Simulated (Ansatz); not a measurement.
**Aluminium, fcc under r²SCAN: how the Fermi-Dirac smearing moves the result**

How small must the Fermi-Dirac smearing width be for energy and pressure to settle? The geometry was relaxed under r²SCAN beforehand and stays fixed; 6 values are run, from 0.01 to 1.0 eV. Wanted are the values from which on the energy stays within 10 and 1 meV/atom, and the pressure within 0.5 GPa, of the narrowest run. Within the series other settings stay, but some runs also write fields, which adds to their time. Spin polarisation is left out.

Method: DFT r²SCAN, plane waves with PAW, scalar-relativistic, in Ansatz 0.2.0.

## (1) Starting point

It takes space group Fm-3m (No. 225, cubic). The conventional cell has a = 3.993 Å, b = 3.993 Å, c = 3.993 Å, α = 90.00°, β = 90.00°, γ = 90.00°. Al (site symmetry m-3m) is surrounded by 12 Al at 2.82 Å.

Coordinates:

```
CELL_PARAMETERS angstrom
0.00000 1.99669 1.99669
1.99669 0.00000 1.99669
1.99669 1.99669 0.00000
ATOMIC_POSITIONS crystal
Al 0.00000 0.00000 0.00000
```

## (2) Width 0.01 eV

The run at 0.01 eV.

input.yaml

```yaml
crystal:
  lattice:
    - [0.0, 1.9966927595, 1.9966927595]
    - [1.9966927595, 0.0, 1.9966927595]
    - [1.9966927595, 1.9966927595, 0.0]
  atoms:
    - { symbol: Al, position: [0.0, 0.0, 0.0] }
hamiltonian:
  xc: r2scan
  pseudopotentials:
    kind: paw
    azcp:
      Al: "pseudopotentials/Al.paw.azcp"
basis:
  ecutwfc: 500
  fft_grid_basis: typed
kpoints:
  mp_grid: { grid: [14, 14, 14], shift: [0, 0, 0] }
magnetization:
  spin_polarized: false
scf:
  occupations: { method: fermi_dirac, width: 0.01 }
  lower_state_search: "off"
output:
  stress: true
```

On the command line:

```sh
$ ansatz run input.yaml --threads 2 --pin off --max-ram 5120MiB --backend cpu --events-out ev --progress --plain --runs-dir out
```

What it wrote, cut to the lines that bear on the results:

```text
Warning: RAYON_NUM_THREADS=2 ignored (pool sized by the plan → 2); use --threads N
[...]
Pseudopotentials: kind: paw
Pseudopotential: Al, paw, valence charge 3, recommended cutoff 500 eV (meta_gga), <dir>
Functional definition: r2SCAN
[...]
Crystal: 1 atoms, lattice volume = 15.921 Å³
Basis set: ecut = 500 eV, 411 PW (Γ), exchange–correlation on 96×96×96 points (64 copies of the dense FFT grid, shifted against one another)
Bands: 6, of which v1, the nominal top of the filled ones, is band 2 counted from 1 (1 counted from 0)
Symmetry: 48 space group operations
Space group: Fm-3m (ITA 225), of the structure as read, at distance tolerance 2.5e-5 Å
k-points: 104 of 2744
[...]
SCF iter   1: F=-540.404979 eV  HF=-540.397673 eV  |F-HF|=7.31e-3  |Δ(HF+E_count)|=         —  Δρ=3.55e-3  dr2=2.23e-3  dr2_τ=4.98e-3  ethr=1.77e-3  ⟨swp⟩=5.1  Hψ=5677  notcnv=0
[...]
SCF iter   6: F=-540.405593 eV  HF=-540.405593 eV  |F-HF|=8.98e-10  |Δ(HF+E_count)|=   1.97e-8  Δρ=1.19e-5  dr2=2.33e-8  dr2_τ=2.77e-11  ethr=3.33e-9  ⟨swp⟩=2.9  Hψ=1740  notcnv=0
[...]
SCF converged after 6 iterations
Free energy (F): -540.405593 eV
[...]
E sigma→0 (E₀):  -540.405480 eV
Entropy (-TS):   -0.000227 eV (-0.227 meV/atom)
Fermi energy:    8.360757 eV
[...]
--- Stress (GPa, compression-positive) ---
       -0.415365       0.000000      -0.000000
        0.000000      -0.415365       0.000000
        0.000000       0.000000      -0.415365
  P = ⅓ Tr σ = -0.4154 GPa (-4.154 kbar)
```

Run time: 0.89 s. Hardware: 2 threads of Arm Neoverse V2, shared host; peak memory 0.31 GiB.

## (3) Width 0.03 eV

The run at 0.03 eV.

input.yaml: that of step 2 with these lines changed.

```diff
@@ -21,3 +21,3 @@
 scf:
-  occupations: { method: fermi_dirac, width: 0.01 }
+  occupations: { method: fermi_dirac, width: 0.03 }
   lower_state_search: "off"
```

On the command line:

```sh
$ ansatz run input.yaml --threads 2 --pin off --max-ram 5120MiB --backend cpu --events-out ev --progress --plain --runs-dir out
```

What it wrote, cut to the lines that bear on the results:

```text
Warning: RAYON_NUM_THREADS=2 ignored (pool sized by the plan → 2); use --threads N
[...]
[... 3 set-up lines as earlier in the session ...]
[...]
Crystal: 1 atoms, lattice volume = 15.921 Å³
Basis set: ecut = 500 eV, 411 PW (Γ), exchange–correlation on 96×96×96 points (64 copies of the dense FFT grid, shifted against one another)
Bands: 6, of which v1, the nominal top of the filled ones, is band 2 counted from 1 (1 counted from 0)
[... 2 set-up lines as earlier in the session ...]
k-points: 104 of 2744
[...]
SCF iter   1: F=-540.405734 eV  HF=-540.398414 eV  |F-HF|=7.32e-3  |Δ(HF+E_count)|=         —  Δρ=3.56e-3  dr2=2.25e-3  dr2_τ=4.98e-3  ethr=1.77e-3  ⟨swp⟩=5.0  Hψ=5634  notcnv=0
[...]
SCF iter   6: F=-540.406321 eV  HF=-540.406321 eV  |F-HF|=7.94e-10  |Δ(HF+E_count)|=   2.36e-8  Δρ=1.02e-5  dr2=1.69e-8  dr2_τ=2.18e-11  ethr=3.33e-9  ⟨swp⟩=2.8  Hψ=1746  notcnv=0
[...]
SCF converged after 6 iterations
Free energy (F): -540.406321 eV
[...]
E sigma→0 (E₀):  -540.405638 eV
Entropy (-TS):   -0.001367 eV (-1.367 meV/atom)
Fermi energy:    8.346325 eV
[...]
--- Stress (GPa, compression-positive) ---
       -0.382694       0.000000       0.000000
       -0.000000      -0.382694      -0.000000
        0.000000      -0.000000      -0.382694
  P = ⅓ Tr σ = -0.3827 GPa (-3.827 kbar)
```

Run time: 0.88 s. Hardware: 2 threads of Arm Neoverse V2, shared host; peak memory 0.31 GiB.

## (4) Width 0.2 eV

The run at 0.2 eV.

input.yaml: that of step 3 with these lines changed.

```diff
@@ -21,3 +21,3 @@
 scf:
-  occupations: { method: fermi_dirac, width: 0.03 }
+  occupations: { method: fermi_dirac, width: 0.2 }
   lower_state_search: "off"
```

On the command line:

```sh
$ ansatz run input.yaml --threads 2 --pin off --max-ram 5120MiB --backend cpu --events-out ev --progress --plain --runs-dir out
```

What it wrote, cut to the lines that bear on the results:

```text
Warning: RAYON_NUM_THREADS=2 ignored (pool sized by the plan → 2); use --threads N
[...]
[... 3 set-up lines as earlier in the session ...]
[...]
Crystal: 1 atoms, lattice volume = 15.921 Å³
Basis set: ecut = 500 eV, 411 PW (Γ), exchange–correlation on 96×96×96 points (64 copies of the dense FFT grid, shifted against one another)
Bands: 6, of which v1, the nominal top of the filled ones, is band 2 counted from 1 (1 counted from 0)
[... 2 set-up lines as earlier in the session ...]
k-points: 104 of 2744
[...]
SCF iter   1: F=-540.430678 eV  HF=-540.423739 eV  |F-HF|=6.94e-3  |Δ(HF+E_count)|=         —  Δρ=3.34e-3  dr2=1.97e-3  dr2_τ=4.96e-3  ethr=1.77e-3  ⟨swp⟩=4.6  Hψ=5237  notcnv=0
[...]
SCF iter   6: F=-540.431253 eV  HF=-540.431253 eV  |F-HF|=1.01e-9  |Δ(HF+E_count)|=   3.07e-8  Δρ=1.07e-5  dr2=1.83e-8  dr2_τ=2.49e-11  ethr=3.33e-9  ⟨swp⟩=2.7  Hψ=1809  notcnv=0
[...]
SCF converged after 6 iterations
Free energy (F): -540.431253 eV
[...]
E sigma→0 (E₀):  -540.405848 eV
Entropy (-TS):   -0.050811 eV (-50.811 meV/atom)
Fermi energy:    8.343810 eV
[...]
--- Stress (GPa, compression-positive) ---
        0.109444      -0.000000       0.000000
       -0.000000       0.109444       0.000000
        0.000000       0.000000       0.109444
  P = ⅓ Tr σ = 0.1094 GPa (1.094 kbar)
```

Run time: 0.89 s. Hardware: 2 threads of Arm Neoverse V2, shared host; peak memory 0.31 GiB.

## (5) Width 0.3 eV

The run at 0.3 eV.

input.yaml: that of step 4 with these lines changed.

```diff
@@ -21,3 +21,3 @@
 scf:
-  occupations: { method: fermi_dirac, width: 0.2 }
+  occupations: { method: fermi_dirac, width: 0.3 }
   lower_state_search: "off"
```

On the command line:

```sh
$ ansatz run input.yaml --threads 2 --pin off --max-ram 5120MiB --backend cpu --events-out ev --progress --plain --runs-dir out
```

What it wrote, cut to the lines that bear on the results:

```text
Warning: RAYON_NUM_THREADS=2 ignored (pool sized by the plan → 2); use --threads N
[...]
[... 3 set-up lines as earlier in the session ...]
[...]
Crystal: 1 atoms, lattice volume = 15.921 Å³
Basis set: ecut = 500 eV, 411 PW (Γ), exchange–correlation on 96×96×96 points (64 copies of the dense FFT grid, shifted against one another)
Bands: 6, of which v1, the nominal top of the filled ones, is band 2 counted from 1 (1 counted from 0)
[... 2 set-up lines as earlier in the session ...]
k-points: 104 of 2744
[...]
SCF iter   1: F=-540.461991 eV  HF=-540.455213 eV  |F-HF|=6.78e-3  |Δ(HF+E_count)|=         —  Δρ=3.24e-3  dr2=1.86e-3  dr2_τ=4.96e-3  ethr=1.77e-3  ⟨swp⟩=4.6  Hψ=5133  notcnv=0
[...]
SCF iter   6: F=-540.462573 eV  HF=-540.462573 eV  |F-HF|=1.17e-9  |Δ(HF+E_count)|=   3.29e-8  Δρ=1.13e-5  dr2=2.05e-8  dr2_τ=2.81e-11  ethr=3.33e-9  ⟨swp⟩=2.7  Hψ=1833  notcnv=0
[...]
SCF converged after 6 iterations
Free energy (F): -540.462573 eV
[...]
E sigma→0 (E₀):  -540.406840 eV
Entropy (-TS):   -0.111466 eV (-111.466 meV/atom)
Fermi energy:    8.341965 eV
[...]
--- Stress (GPa, compression-positive) ---
        0.414332      -0.000000       0.000000
       -0.000000       0.414332       0.000000
        0.000000       0.000000       0.414332
  P = ⅓ Tr σ = 0.4143 GPa (4.143 kbar)
```

Run time: 0.89 s. Hardware: 2 threads of Arm Neoverse V2, shared host; peak memory 0.31 GiB.

## (6) Width 0.6 eV

The run at 0.6 eV.

input.yaml: that of step 5 with these lines changed.

```diff
@@ -21,3 +21,3 @@
 scf:
-  occupations: { method: fermi_dirac, width: 0.3 }
+  occupations: { method: fermi_dirac, width: 0.6 }
   lower_state_search: "off"
```

On the command line:

```sh
$ ansatz run input.yaml --threads 2 --pin off --max-ram 5120MiB --backend cpu --events-out ev --progress --plain --runs-dir out
```

What it wrote, cut to the lines that bear on the results:

```text
Warning: RAYON_NUM_THREADS=2 ignored (pool sized by the plan → 2); use --threads N
band count auto-derived: 7 (N_el = 3.0; filled up to band 2; 6 by the electrons, moments and atoms)
[...]
[... 3 set-up lines as earlier in the session ...]
[...]
Crystal: 1 atoms, lattice volume = 15.921 Å³
Basis set: ecut = 500 eV, 411 PW (Γ), exchange–correlation on 96×96×96 points (64 copies of the dense FFT grid, shifted against one another)
Bands: 7, of which v1, the nominal top of the filled ones, is band 2 counted from 1 (1 counted from 0)
[... 2 set-up lines as earlier in the session ...]
k-points: 104 of 2744
[...]
SCF iter   1: F=-540.626060 eV  HF=-540.619645 eV  |F-HF|=6.41e-3  |Δ(HF+E_count)|=         —  Δρ=3.07e-3  dr2=1.69e-3  dr2_τ=5.06e-3  ethr=1.77e-3  ⟨swp⟩=4.9  Hψ=5440  notcnv=0
[...]
SCF iter   6: F=-540.626693 eV  HF=-540.626693 eV  |F-HF|=1.52e-9  |Δ(HF+E_count)|=   3.88e-8  Δρ=1.21e-5  dr2=2.34e-8  dr2_τ=3.33e-11  ethr=3.33e-9  ⟨swp⟩=2.8  Hψ=2069  notcnv=0
[...]
SCF converged after 6 iterations
Free energy (F): -540.626693 eV
[...]
E sigma→0 (E₀):  -540.409223 eV
Entropy (-TS):   -0.434940 eV (-434.940 meV/atom)
Fermi energy:    8.318474 eV
[...]
--- Stress (GPa, compression-positive) ---
        1.574418       0.000000       0.000000
        0.000000       1.574418       0.000000
        0.000000       0.000000       1.574418
  P = ⅓ Tr σ = 1.5744 GPa (15.744 kbar)
```

Wall time 1 s (2 threads of Arm Neoverse V2, shared host); peak memory 0.31 GiB.

## (7) Width 1.0 eV

The run at 1.0 eV.

input.yaml: that of step 6 with these lines changed.

```diff
@@ -21,3 +21,3 @@
 scf:
-  occupations: { method: fermi_dirac, width: 0.6 }
+  occupations: { method: fermi_dirac, width: 1.0 }
   lower_state_search: "off"
@@ -25 +25,5 @@
   stress: true
+  write_density: true
+  write_potential: true
+  elf: true
+  volumetric_format: npy
```

On the command line:

```sh
$ ansatz run input.yaml --threads 2 --pin off --max-ram 5120MiB --backend cpu --events-out ev --progress --plain --runs-dir out
```

What it wrote, cut to the lines that bear on the results:

```text
Warning: RAYON_NUM_THREADS=2 ignored (pool sized by the plan → 2); use --threads N
band count auto-derived: 8 (N_el = 3.0; filled up to band 2; 6 by the electrons, moments and atoms)
[...]
[... 3 set-up lines as earlier in the session ...]
[...]
Crystal: 1 atoms, lattice volume = 15.921 Å³
Basis set: ecut = 500 eV, 411 PW (Γ), exchange–correlation on 96×96×96 points (64 copies of the dense FFT grid, shifted against one another)
Bands: 8, of which v1, the nominal top of the filled ones, is band 2 counted from 1 (1 counted from 0)
[... 2 set-up lines as earlier in the session ...]
k-points: 104 of 2744
[...]
SCF iter   1: F=-541.012595 eV  HF=-541.006883 eV  |F-HF|=5.71e-3  |Δ(HF+E_count)|=         —  Δρ=2.86e-3  dr2=1.52e-3  dr2_τ=5.33e-3  ethr=1.77e-3  ⟨swp⟩=5.0  Hψ=5854  notcnv=0
[...]
SCF iter   6: F=-541.013291 eV  HF=-541.013291 eV  |F-HF|=1.59e-9  |Δ(HF+E_count)|=   4.71e-8  Δρ=1.08e-5  dr2=1.84e-8  dr2_τ=2.79e-11  ethr=3.33e-9  ⟨swp⟩=5.4  Hψ=3877  notcnv=0
[...]
SCF converged after 6 iterations
Free energy (F): -541.013291 eV
[...]
E sigma→0 (E₀):  -540.408779 eV
Entropy (-TS):   -1.209023 eV (-1209.023 meV/atom)
Fermi energy:    8.271385 eV
[...]
--- Stress (GPa, compression-positive) ---
        4.156412      -0.000000      -0.000000
       -0.000000       4.156412      -0.000000
       -0.000000       0.000000       4.156412
  P = ⅓ Tr σ = 4.1564 GPa (41.564 kbar)
--- Band table (eV; the first three rows and the last of 104) ---
  k-point 0: bands = ["-3.7498", "21.8392", "21.8392", "21.8392", "24.0975", "24.0975", "24.0975", "26.0037"]
[...]
```

Wall time 1.3 s (2 threads of Arm Neoverse V2, shared host); peak memory 0.32 GiB.

## (8) All values side by side

Differences are taken from the run at 0.01 eV.

```tsv
smearing (eV)	F (meV/atom)	E(σ → 0) (meV/atom)	P (GPa)	SCF cycles	CPU time
0.01	0.00	0.00	-0.42	6	1.6 s
0.03	-0.73	-0.16	-0.38	6	1.6 s
0.2	-25.66	-0.37	0.11	6	1.6 s
0.3	-56.98	-1.36	0.41	6	1.6 s
0.6	-221.10	-3.74	1.57	6	1.8 s
1.0	-607.70	-3.30	4.16	6	2.5 s
```

## (9) Summary of results

```
                                           quantity                       value
       E(σ → 0) stays within 10 meV/atom of 0.01 eV                up to 1.0 eV
                   E(σ → 0) stays within 1 meV/atom                up to 0.2 eV
                      pressure stays within 0.5 GPa               up to 0.03 eV
                                pressure at 0.01 eV                   -0.42 GPa
energy of a separate run on a finer mesh (22×22×22)  -6.5 meV/atom from 0.01 eV
```

**Reading.** The far end, 1.0 eV, lies -3.3 meV/atom and +4.6 GPa from the yardstick. Over the range F shifts by -607.7 meV/atom, while E(σ → 0) shifts by -3.3. In theory F falls as the square of the width under this scheme, but here the ratio is not steady: the mesh at narrow widths, or a density of states that varies over the wide ones, can both cause that. The mesh (14×14×14) is fixed, so the narrowest widths carry a k-point error of their own. The yardstick itself is unsettled by 6.5 meV/atom against the finer mesh, so the thresholds above hold only within this series, and wider smearing, which averages over more states, can land nearer the fine-mesh value than the narrowest does. The cell taken over is 4 % smaller than the measured one (16.60 Å³/atom, COD).
